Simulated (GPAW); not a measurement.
The system is V.

```xyz
1
Lattice="-1.5144 1.5144 1.5144 1.5144 -1.5144 1.5144 1.5144 1.5144 -1.5144" Properties=species:S:1:pos:R:3 pbc="T T T"
V     0.0000    0.0000    0.0000
```

Base run:

```yaml
Program: GPAW 26.7.0
Functional: PBEsol
Potentials_or_basis: PAW data sets generated in the run's folder for this functional
Cutoff: 600 eV
Basis: pw
k_mesh: 12 × 12 × 12
Occupations: fermi-dirac, width 0.05 eV
Spin: collinear spin, ferromagnetic start
Starting_moments: "[2.0] μB"
```

Its results: pressure -10.7 GPa; net moment 0.00 μB per cell.

Task: The run is repeated on the same cell with these changes: hubbard terms from none to V d U = 2 eV. What comes out?

Result: Pressure -5.2 GPa; net moment 0.62 μB per cell; site moments V +0.51 μB.

Caveats: the U is typed as a test and isn't derived for this compound (some runs).
